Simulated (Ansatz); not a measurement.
CdS: what changed settings do

All trials start from this Ansatz input:

```yaml
crystal:
  lattice:
    - [0.0, 2.753244, 2.753244]
    - [2.753244, 0.0, 2.753244]
    - [2.753244, 2.753244, 0.0]
  atoms:
    - { symbol: Cd, position: [0.0, 0.0, 0.0] }
    - { symbol: S, position: [0.5, 0.5, 0.5] }
basis:
  ecutwfc: 420
kpoints:
  mp_grid: { grid: [4, 4, 4] }
hamiltonian:
  xc: pbe
scf:
  occupations: { method: gaussian, width: 0.1 }
output:
  forces: true
  stress: true
  eigenvalues: true
```

Command:

```bash
ansatz run input.yaml --threads 1 --pin off --max-ram 1331MiB --backend cpu --events-out ev --progress --plain --runs-dir out
```

The run converges in 6 SCF iterations on 8 irreducible k-points: pressure -0.09 GPa.

The inputs are trials, many of them unsound on purpose. Their numbers show the effect of the settings and aren't properties of the material. Each trial's input is given as a difference from the reference's; energies are extrapolated to zero smearing where there is one, and pressure is positive in compression. Charged cells sit in a uniform background, and their pressures hang on that convention.

Problem. Trial 1:

```diff
 basis:
-  ecutwfc: 420
+  ecutwfc: "49 Ry"
 hamiltonian:
-  xc: pbe
+  xc: pbesol
 scf:
+  mixing: { ndim: 0 }
+  initial_density: { chi_scale: 0, normalization: atom }
+  max_iter: 84
+magnetization:
+  magnetic_field: [0, 0, 5]
```

What does the program give?

Solution. The program refuses the input:

```text
  1. invalid value for `scf.mixing.ndim`: must be ≥ 1; got 0
  2. inconsistent input (magnetization.spin_polarized): false but per-atom `spin:`, `per_species`, `initial_magnetization`, `magnetic_field`, or `spin_locking` is set
```

Next try, with these keys changed back:

```diff
 scf:
-  mixing: { ndim: 0 }
-  initial_density: { chi_scale: 0, normalization: atom }
```

The program refuses the input:

```text
Error: inconsistent input (magnetization.spin_polarized): false but per-atom `spin:`, `per_species`, `initial_magnetization`, `magnetic_field`, or `spin_locking` is set
```

Next try, with these keys changed back:

```diff
-magnetization:
-  magnetic_field: [0, 0, 5]
```

The run converges in 6 SCF iterations on 8 irreducible k-points: pressure -4.03 GPa.

Problem. Trial 2:

```diff
 crystal:
   lattice:
-    - [0.0, 2.753244, 2.753244]
-    - [2.753244, 0.0, 2.753244]
-    - [2.753244, 2.753244, 0.0]
+    - [0.0, 2.6532960668, 2.6532960668]
+    - [2.6532960668, 0.0, 2.6532960668]
+    - [2.6532960668, 2.6532960668, 0.0]
 kpoints:
-  mp_grid: { grid: [4, 4, 4] }
+  mp_grid: { grid: [2.5, 2, 2] }
 scf:
-  occupations: { method: gaussian, width: 0.1 }
+  occupations: { method: tetrahedron_uncorrected }
+  n_extra_bands: 12
+  max_iter: 30
+  convergence: { dr2_threshold: "1e-11 eV" }
```

What happens?

Solution. The program refuses the input:

```text
Error: YAML parse error: error: line 12 column 21: invalid u32
```

Next try, with these keys changed back:

```diff
 kpoints:
-  mp_grid: { grid: [2.5, 2, 2] }
+  mp_grid: { grid: [4, 4, 4] }
```

The run converges in 7 SCF iterations on 8 irreducible k-points: energy 61.7 meV per atom above the reference, pressure 10.19 GPa, gap on the sampled k-points 0.20 eV. It warns that the printed bands weren't solved further after the SCF.

Problem. Trial 3 (origin moved):

```diff
 crystal:
   atoms:
-    - { symbol: Cd, position: [0.0, 0.0, 0.0] }
-    - { symbol: S, position: [0.5, 0.5, 0.5] }
+    - { symbol: Cd, position: [0.82, 0.16, 0.795] }
+    - { symbol: S, position: [1.32, 0.66, 1.295] }
+  symmetry: { time_reversal: false }
+total_charge: 1
```

What happens?

Solution. The program refuses the input:

```text
Error: inconsistent input (crystal.symmetry.time_reversal, crystal.symmetry.detect): time_reversal: false is refused where crystal.symmetry.detect is not typed false — with detection left on, false cannot take time reversal from the run: detection, or the section that takes its place, decides whether it is kept …
```

Next try, with these keys changed back:

```diff
 crystal:
   atoms:
-    - { symbol: Cd, position: [0.82, 0.16, 0.795] }
-    - { symbol: S, position: [1.32, 0.66, 1.295] }
+    - { symbol: Cd, position: [0.0, 0.0, 0.0] }
+    - { symbol: S, position: [0.5, 0.5, 0.5] }
```

The message stays the same; the change is kept.

Next try, with these keys changed back:

```diff
 crystal:
-  symmetry: { time_reversal: false }
```

The run converges in 9 SCF iterations on 8 irreducible k-points: pressure -2.81 GPa (with the neutralising background of the charged cell), no gap.

Problem. Trial 4:

```diff
 kpoints:
-  mp_grid: { grid: [4, 4, 4] }
+  mp_grid: { grid: [2, 2, 2] }
 hamiltonian:
+  hubbard: { sites: [{ species: Cd, l: d, u_eff: 2.4 }] }
 scf:
-  occupations: { method: gaussian, width: 0.1 }
+  occupations: { method: cold }
+  mixing: { algorithm: broyden, beta: 0.031, ndim: 4 }
+  eigensolver: { real_solve: false }
+  max_iter: 55
```

How does this run end?

Solution. The run converges in 31 SCF iterations on 3 irreducible k-points: pressure 6.57 GPa. Under a U the state reached may not be the lowest.

Problem. Trial 5:

```diff
 basis:
+  ecutrho_ratio: 12
 kpoints:
-  mp_grid: { grid: [4, 4, 4] }
+  mp_grid: { grid: [1, 4, 3] }
```

What does the program give?

Solution. The run converges in 7 SCF iterations on 7 irreducible k-points: energy 717 meV per atom above the reference, pressure 5.36 GPa, gap on the sampled k-points 0.56 eV. It warns that the mesh lowers the symmetry.

Problem. Trial 6:

```diff
 kpoints:
-  mp_grid: { grid: [4, 4, 4] }
+  mp_grid: { grid: [2, 2, 2] }
+  band_path: { path: [[0, 0, 0], [0.5, 0, 0], [0.5, 0.5, 0.5]], npoints: 4 }
```

What happens?

Solution. The run converges in 7 SCF iterations on 3 irreducible k-points: energy 834 meV per atom above the reference, pressure 6.32 GPa.